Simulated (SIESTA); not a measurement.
Ge under changes of volume

One of the cells (18.618 Å³/atom); the others are scaled copies at fixed shape and fractional positions:

```
CELL_PARAMETERS angstrom
1.49791 -2.61187 0.00000
1.49791 2.61187 0.00000
0.00000 0.00000 4.75891
ATOMIC_POSITIONS crystal
Ge 0.33345 0.66655 0.25000
Ge 0.66655 0.33345 0.75000
```

This isn't the form of Ge at room conditions, which is diamond.

| Property | Result |
| --- | --- |
| Program | SIESTA 5.4.2 |
| Functional | PBEsol |
| Potentials or basis | PseudoDojo 0.4 standard (PBEsol files) |
| Basis | DZP (energy shift 0.003 Ry; two zetas on semicore shells) |
| Grid cutoff | 800 Ry |
| Energy shift | 0.003 Ry |
| k mesh | 10 × 10 × 6 |
| Occupations | fermi-dirac, width 0.05 eV |
| Spin | no spin polarisation |

| volume (Å³/atom) | energy over the lowest point (meV/atom) | pressure (GPa) | largest force (eV/Å) |
| --- | --- | --- | --- |
| 17.158 | 33.04 | 7.7 | 0.005 |
| 17.523 | ? | ? | ? |
| 17.888 | 8.49 | 3.4 | 0.000 |
| 18.618 | 0.00 | 0.2 | 0.003 |
| 18.984 | 1.55 | -1.4 | 0.000 |
| 19.349 | 6.00 | -2.4 | 0.000 |

What does the run at 17.523 Å³/atom give?

Energy over the lowest point 18.22 meV/atom; pressure 5.2 GPa; largest force 0.004 eV/Å.

Worked out: A Birch-Murnaghan fit of order 3 (a polynomial in V^(-2/3)) to the other rows has its minimum at 18.66 Å³/atom with B0 = V·E''(V) = 79 GPa (rough, since the energies scatter) at fixed shape and positions, which overstates the stiffness. It gives 18.58 meV/atom at 17.523 Å³/atom, against the run's 18.22, and -dE/dV = 5.4 GPa, against 5.2.

Energies are extrapolated to zero smearing.

Caveats: the basis of atomic orbitals isn't converged, which shifts pressures, moduli and gaps.
